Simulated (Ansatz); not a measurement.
# Pb (Fm-3m) in Ansatz: reference runs

Reference runs on Pb: the cell as given and a disturbed copy.

Everything below comes from runs of Ansatz 0.2.0. Logs are shortened: lines on timing, memory, paths and dates and some standing lists are left out, and cuts for length are marked.

### Step 1. Starting point

The structure is cubic, space group Fm-3m (No. 225). The conventional cell has a = 4.950 Å, b = 4.950 Å, c = 4.950 Å, α = 90.00°, β = 90.00°, γ = 90.00°. Pb (site symmetry m-3m) is surrounded by 12 Pb at 3.50 Å.

### Step 2. Single point, PBE

Contents of input.yaml:

```yaml
crystal:
  lattice:
    - [0.0, 2.47502, 2.47502]
    - [2.47502, 0.0, 2.47502]
    - [2.47502, 2.47502, 0.0]
  atoms:
    - { symbol: Pb, position: [0.0, 0.0, 0.0] }
kpoints:
  mp_grid: { grid: [9, 9, 9] }
scf:
  occupations: { method: fermi_dirac, width: 0.05 }
hamiltonian:
  xc: pbe
  pseudopotentials: { kind: all_electron, lapw: { basis_error: 0.001 } }
output:
  forces: true
  stress: true
  eigenvalues: true
  populations: true
```

Potentials or basis: all-electron LAPW, scalar-relativistic.

On the command line:

```console
> ansatz run input.yaml --threads 1 --pin off --max-ram 2560MiB --backend cpu --events-out ev --progress --plain --runs-dir out
```

Output:

```text
Warning: RAYON_NUM_THREADS=1 ignored (pool sized by the plan → 1); use --threads N
Pb: projections on atomic orbitals take those of the free atom 1s2 2s2 2p6 3s2 3p6 3d10 4s2 4p6 4d10 4f14 5s2 5p6 5d10 6s2 6p2, of charge +0.00 (hamiltonian.pseudopotentials.projection_atoms)
LAPW: plane waves up to 6.362 Å⁻¹, error target 1.0e-3 eV per atom; small_component_spin mean_spin; Pb in spheres of 1.750 Å, 36 of its electrons in bands, Dirac shells [] (how accurate: hamiltonian.pseudopotentials.lapw.basis_error, Limitations)
Engine: ansatz 0.2.0, aarch64-unknown-linux-gnu
Pseudopotentials: kind: all_electron
Pseudopotential: Pb, LAPW, valence charge 36, lapw/all_electron/scalar/gaussian/Pb, Koelling and Harmon's equation, gaussian nucleus
Functional definition: PBE
  parameter kappa = 0.804
  parameter beta = 0.06672455060314922
  exchange = pbe_x(kappa = kappa, mu = beta*pi^2/3)
  correlation = pbe_c(beta = beta)
Crystal: 1 atoms, lattice volume = 30.323 Å³
Basis set: ecut = 154.21153860262535 eV, 137 PW (Γ), exchange–correlation at level 2
Bands: 22, of which v1, the nominal top of the filled ones, is band 18 counted from 1 (17 counted from 0)
Symmetry: 48 space group operations
Space group: Fm-3m (ITA 225), of the structure as read, at distance tolerance 3.1e-5 Å
k-points: 35 of 729
Non-local potential: Pb, projectors of the file, none
Initial density: superposition of atomic densities (chi_scale 0.1, normalization cell)
Initial wavefunctions: plane waves of lowest kinetic energy (no species holds an atomic orbital)
Functional: x = pbe(κ = 0.804, μ = 0.2195149727645171), c = pbe(β = 0.06672455060314922)
iter 1 solved again at ethr=6.50e-6 eV; its pass at ethr=1.00e-1 eV (dr2=2.34e-3 eV) is discarded
SCF iter   1: F=—  HF=-568066.616466 eV  |F-HF|=—  |Δ(HF+E_count)|=         —  Δρ=3.21e-3  dr2=2.36e-3  ethr=6.50e-6  ⟨swp⟩=3.8  Hψ=5177  notcnv=0
preconditioner: auto → none  [insulator: Δε(μ)=0.227 eV  Ē_g=19.764 eV  σ=0.050 eV  W_gap=0.51  n_scr=14 (ndim 8)  ℏωp=25.2 eV  f_vac=0.033  D(μ)=0.39/eV (n_scr^D=0)  ε∞_Penn≈2.6]
SCF iter   2: F=—  HF=-568066.605646 eV  |F-HF|=—  |Δ(HF+E_count)|=   1.08e-2  Δρ=1.41e-3  dr2=4.91e-4  ethr=6.50e-6  ⟨swp⟩=2.0  Hψ=2273  notcnv=0
SCF iter   3: F=—  HF=-568066.605280 eV  |F-HF|=—  |Δ(HF+E_count)|=   3.66e-4  Δρ=6.03e-4  dr2=9.22e-5  ethr=1.36e-6  ⟨swp⟩=2.0  Hψ=2271  notcnv=0
iter 4 solved again at ethr=1.19e-8 eV; its pass at ethr=2.56e-7 eV (dr2=4.28e-6 eV) is discarded
SCF iter   4: F=—  HF=-568066.605278 eV  |F-HF|=—  |Δ(HF+E_count)|=   2.42e-6  Δρ=1.22e-4  dr2=4.29e-6  ethr=1.19e-8  ⟨swp⟩=2.0  Hψ=3842  notcnv=0
SCF iter   5: F=—  HF=-568066.605283 eV  |F-HF|=—  |Δ(HF+E_count)|=   4.71e-6  Δρ=1.83e-5  dr2=1.04e-7  ethr=1.19e-8  ⟨swp⟩=2.0  Hψ=2271  notcnv=0
SCF iter   6: F=-568066.605283 eV  HF=-568066.605283 eV  |F-HF|=8.15e-10  |Δ(HF+E_count)|=   2.19e-7  Δρ=5.59e-7  dr2=5.09e-11  ethr=2.88e-10  ⟨swp⟩=2.7  Hψ=2303  notcnv=0
SCF 1 converged in 6 iterations: F = -568066.605283 eV  dr2 = 5.09e-11
SCF converged after 6 iterations
Free energy (F): -568066.605283 eV
Harris-Foulkes:  -568066.605283 eV  (|F-HF|=8.15e-10)
Internal energy: -568066.602177 eV  (E = F + TS)
E sigma→0 (E₀):  -568066.603730 eV
Entropy (-TS):   -0.003106 eV (-3.106 meV/atom)
Fermi energy:    15.519942 eV
--- Per-component energies (eV) ---
  E_band       = -2196.127435
  E_kinetic    = 654971.668399
  E_xc         = -10580.679509
  E_electrostatic = -1212457.591067  (all electrons and nuclei)
  E_smearing   = -0.003106  (= −TS)
  E_closure    = 0.000000  (closes the sum)
  E_atoms      = -568063.043352  (free atoms, spherical and without spin; not in F)
  Σ components = -568066.605283   (vs F -568066.605283, Δ=0.00e0)
  Basis errors (estimates in eV, not in F): energy 2.1e-4 per atom: plane waves 2.0e-4 (1.0e-4 summed), levels above the bands 7.4e-100, relativity 4.3e-8, radial functions 2.9e-6, core shells 1.0e-9; eigenvalues (radial functions only) 1.3e-5; not estimated: angular momenta, meshes, grids; target (lapw.basis_error) 1.0e-3; muffin-tin radii Pb 1.750 Å
--- Forces (eV/Å), atoms counted from 1 ---
  atom   1  Pb     0.00000000     0.00000000     0.00000000
  max |Σ_I F_I| component: 1.19e-31 eV/Å
--- Stress (GPa, compression-positive) ---
        2.273161       0.000000      -0.000000
        0.000000       2.273161      -0.000000
       -0.000000      -0.000000       2.273161
  P = ⅓ Tr σ = 2.2732 GPa (22.732 kbar)
--- Band table (eV; the first three rows and the last of 35) ---
  k-point 0: bands = ["-123.9839", "-113.0150", "-113.0150", "-113.0150", "-113.0148", "-113.0148", "-113.0148", "-113.0146", "-65.8176", "-65.8176", "-65.8176", "-1.4208", "-1.4208", "-1.4208", "-1.2805", "-1.2805", "3.9150", "23.0820", "23.0820", "23.0820", "25.4136", "27.0167"]
  k-point 1: bands = ["-123.9839", "-113.0150", "-113.0150", "-113.0150", "-113.0148", "-113.0148", "-113.0148", "-113.0146", "-65.8180", "-65.8177", "-65.8177", "-1.4213", "-1.4043", "-1.4043", "-1.2806", "-1.2806", "4.1530", "20.7140", "22.7994", "22.7994", "25.0258", "27.9813"]
  k-point 2: bands = ["-123.9838", "-113.0150", "-113.0150", "-113.0150", "-113.0148", "-113.0148", "-113.0148", "-113.0146", "-65.8189", "-65.8179", "-65.8179", "-1.4265", "-1.3848", "-1.3848", "-1.2580", "-1.2580", "4.8651", "17.2469", "22.1996", "22.1996", "24.6864", "27.5110"]
  k-point 34: bands = ["-123.9838", "-113.0150", "-113.0150", "-113.0150", "-113.0148", "-113.0148", "-113.0148", "-113.0146", "-65.8200", "-65.8196", "-65.8189", "-1.4128", "-1.3991", "-1.3181", "-1.2276", "-1.1229", "8.8640", "13.8460", "14.7922", "16.4440", "25.9524", "27.0254"]
--- Löwdin populations: 1 site ---
  site symbol       q [e]
     0     Pb     81.9790
  spilling = 0.000256 (of n_electrons = 82.000000)
```

Wall time 3.8 s (1 thread of Arm Neoverse V1, shared host); peak memory 0.23 GiB.

What came out:

- Free energy: -568066.6053 eV
- Pressure: 2.3 GPa
- Band gap on the k mesh: none (metal or under the smearing width)

The run has no spin-orbit coupling, so splittings on Pb are missing.

### Step 3. Single point, PBE (cell strained at random at fixed volume)

Edit input.yaml of step 2 so:

```diff
@@ -2,7 +2,7 @@
   lattice:
-    - [0.0, 2.47502, 2.47502]
-    - [2.47502, 0.0, 2.47502]
-    - [2.47502, 2.47502, 0.0]
+    - [-0.006963, 2.469684, 2.448429]
+    - [2.447587, -0.026983, 2.468449]
+    - [2.453824, 2.495941, -0.03322]
   atoms:
-    - { symbol: Pb, position: [0.0, 0.0, 0.0] }
+    - { symbol: Pb, position: [-0.012365, 0.007087, 0.01656] }
 kpoints:
```

Potentials or basis: all-electron LAPW, scalar-relativistic.

On the command line:

```console
> ansatz run input.yaml --threads 1 --pin off --max-ram 2560MiB --backend cpu --events-out ev --progress --plain --runs-dir out
```

Output:

```text
Warning: RAYON_NUM_THREADS=1 ignored (pool sized by the plan → 1); use --threads N
Pb: projections on atomic orbitals take those of the free atom 1s2 2s2 2p6 3s2 3p6 3d10 4s2 4p6 4d10 4f14 5s2 5p6 5d10 6s2 6p2, of charge +0.00 (hamiltonian.pseudopotentials.projection_atoms)
LAPW: plane waves up to 6.419 Å⁻¹, error target 1.0e-3 eV per atom; small_component_spin mean_spin; Pb in spheres of 1.738 Å, 36 of its electrons in bands, Dirac shells [] (how accurate: hamiltonian.pseudopotentials.lapw.basis_error, Limitations)
Engine: ansatz 0.2.0, aarch64-unknown-linux-gnu
Pseudopotentials: kind: all_electron
Pseudopotential: Pb, LAPW, valence charge 36, lapw/all_electron/scalar/gaussian/Pb, Koelling and Harmon's equation, gaussian nucleus
Functional definition: PBE
  parameter kappa = 0.804
  parameter beta = 0.06672455060314922
  exchange = pbe_x(kappa = kappa, mu = beta*pi^2/3)
  correlation = pbe_c(beta = beta)
Crystal: 1 atoms, lattice volume = 30.323 Å³
Basis set: ecut = 156.9712621538689 eV, 137 PW (Γ), exchange–correlation at level 2
Bands: 22, of which v1, the nominal top of the filled ones, is band 18 counted from 1 (17 counted from 0)
Symmetry: 2 space group operations
Space group: P-1 (ITA 2), of the structure as read, at distance tolerance 3.1e-5 Å
k-points: 365 of 729
Non-local potential: Pb, projectors of the file, none
Initial density: superposition of atomic densities (chi_scale 0.1, normalization cell)
Initial wavefunctions: plane waves of lowest kinetic energy (no species holds an atomic orbital)
Functional: x = pbe(κ = 0.804, μ = 0.2195149727645171), c = pbe(β = 0.06672455060314922)
iter 1 solved again at ethr=7.23e-6 eV; its pass at ethr=1.00e-1 eV (dr2=2.60e-3 eV) is discarded
SCF iter   1: F=—  HF=-568066.614501 eV  |F-HF|=—  |Δ(HF+E_count)|=         —  Δρ=3.35e-3  dr2=2.64e-3  ethr=7.23e-6  ⟨swp⟩=3.9  Hψ=54114  notcnv=0
preconditioner: auto → Kerker (q_TF=auto, 2.807 Å⁻¹)  [metal: Δε(μ)=0.025 eV  Ē_g=19.758 eV  σ=0.050 eV  W_gap=0.12  n_scr=14 (ndim 8)  ℏωp=25.2 eV  f_vac=0.029  D(μ)=0.38/eV (n_scr^D=0)]
SCF iter   2: F=—  HF=-568066.603598 eV  |F-HF|=—  |Δ(HF+E_count)|=   1.09e-2  Δρ=2.06e-3  dr2=1.23e-3  ethr=7.23e-6  ⟨swp⟩=2.0  Hψ=23740  notcnv=0
SCF iter   3: F=—  HF=-568066.603178 eV  |F-HF|=—  |Δ(HF+E_count)|=   4.20e-4  Δρ=1.36e-3  dr2=6.21e-4  ethr=3.42e-6  ⟨swp⟩=2.0  Hψ=23734  notcnv=0
SCF iter   4: F=—  HF=-568066.603224 eV  |F-HF|=—  |Δ(HF+E_count)|=   4.55e-5  Δρ=7.50e-4  dr2=2.19e-4  ethr=1.72e-6  ⟨swp⟩=2.0  Hψ=23734  notcnv=0
SCF iter   5: F=—  HF=-568066.603297 eV  |F-HF|=—  |Δ(HF+E_count)|=   7.33e-5  Δρ=3.06e-4  dr2=3.98e-5  ethr=6.08e-7  ⟨swp⟩=2.0  Hψ=23734  notcnv=0
iter 6 solved again at ethr=1.99e-9 eV; its pass at ethr=1.10e-7 eV (dr2=7.16e-7 eV) is discarded
SCF iter   6: F=—  HF=-568066.603309 eV  |F-HF|=—  |Δ(HF+E_count)|=   1.17e-5  Δρ=5.51e-5  dr2=7.17e-7  ethr=1.99e-9  ⟨swp⟩=2.0  Hψ=40267  notcnv=0
SCF iter   7: F=-568066.603309 eV  HF=-568066.603309 eV  |F-HF|=3.39e-8  |Δ(HF+E_count)|=   4.05e-7  Δρ=1.34e-5  dr2=4.43e-8  ethr=1.99e-9  ⟨swp⟩=2.9  Hψ=24169  notcnv=0
SCF 1 converged in 7 iterations: F = -568066.603309 eV  dr2 = 4.43e-8
SCF converged after 7 iterations
Free energy (F): -568066.603309 eV
Harris-Foulkes:  -568066.603309 eV  (|F-HF|=3.39e-8)
Internal energy: -568066.600081 eV  (E = F + TS)
E sigma→0 (E₀):  -568066.601695 eV
Entropy (-TS):   -0.003228 eV (-3.228 meV/atom)
Fermi energy:    15.525528 eV
--- Per-component energies (eV) ---
  E_band       = -2196.126704
  E_kinetic    = 654971.674468
  E_xc         = -10580.681441
  E_electrostatic = -1212457.593109  (all electrons and nuclei)
  E_smearing   = -0.003228  (= −TS)
  E_closure    = 0.000000  (closes the sum)
  E_atoms      = -568063.043352  (free atoms, spherical and without spin; not in F)
  Σ components = -568066.603309   (vs F -568066.603309, Δ=0.00e0)
  Basis errors (estimates in eV, not in F): energy 2.1e-4 per atom: plane waves 2.0e-4 (1.0e-4 summed), levels above the bands 5.1e-98, relativity 4.8e-8, radial functions 2.6e-6, core shells 1.3e-9; eigenvalues (radial functions only) 1.4e-5; not estimated: angular momenta, meshes, grids; target (lapw.basis_error) 1.0e-3; muffin-tin radii Pb 1.738 Å
--- Forces (eV/Å), atoms counted from 1 ---
  atom   1  Pb     0.00000000     0.00000000     0.00000000
  max |Σ_I F_I| component: 0.00e0 eV/Å
--- Stress (GPa, compression-positive) ---
        2.504144      -0.009342       0.177933
       -0.009342       2.110565       0.763217
        0.177933       0.763217       2.292699
  P = ⅓ Tr σ = 2.3025 GPa (23.025 kbar)
--- Band table (eV; the first three rows and the last of 365) ---
  k-point 0: bands = ["-123.9838", "-113.0156", "-113.0156", "-113.0151", "-113.0148", "-113.0147", "-113.0140", "-113.0139", "-65.8190", "-65.8179", "-65.8158", "-1.4387", "-1.4153", "-1.4100", "-1.2875", "-1.2725", "3.9141", "22.8454", "23.0460", "23.3340", "25.4459", "26.9445"]
  k-point 1: bands = ["-123.9838", "-113.0156", "-113.0156", "-113.0151", "-113.0148", "-113.0147", "-113.0140", "-113.0139", "-65.8193", "-65.8180", "-65.8159", "-1.4336", "-1.4058", "-1.3965", "-1.2851", "-1.2721", "4.1471", "20.5019", "22.7787", "23.0260", "25.1285", "27.9689"]
  k-point 2: bands = ["-123.9838", "-113.0156", "-113.0156", "-113.0151", "-113.0148", "-113.0147", "-113.0140", "-113.0139", "-65.8202", "-65.8182", "-65.8160", "-1.4335", "-1.3942", "-1.3801", "-1.2565", "-1.2526", "4.8435", "17.0827", "22.2542", "22.3908", "24.8162", "27.5212"]
  k-point 364: bands = ["-123.9838", "-113.0156", "-113.0156", "-113.0151", "-113.0148", "-113.0147", "-113.0140", "-113.0139", "-65.8205", "-65.8194", "-65.8175", "-1.4280", "-1.4019", "-1.3925", "-1.1647", "-1.1568", "7.7423", "11.7732", "19.4593", "20.5525", "23.8162", "26.2817"]
--- Löwdin populations: 1 site ---
  site symbol       q [e]
     0     Pb     81.9790
  spilling = 0.000256 (of n_electrons = 82.000000)
```

It took 34 s on 1 thread of Arm Neoverse V1, shared host; peak memory 0.51 GiB.

Results:

```yaml
Free_energy: -568066.6033 eV
Pressure: 2.3 GPa
Band_gap_on_the_k_mesh: none (metal or under the smearing width)
```

Stress tensor (GPa, compression positive):
```
 2.50 -0.01  0.18
-0.01  2.11  0.76
 0.18  0.76  2.29
```

Spin-orbit coupling is left out, which matters for the levels of Pb.
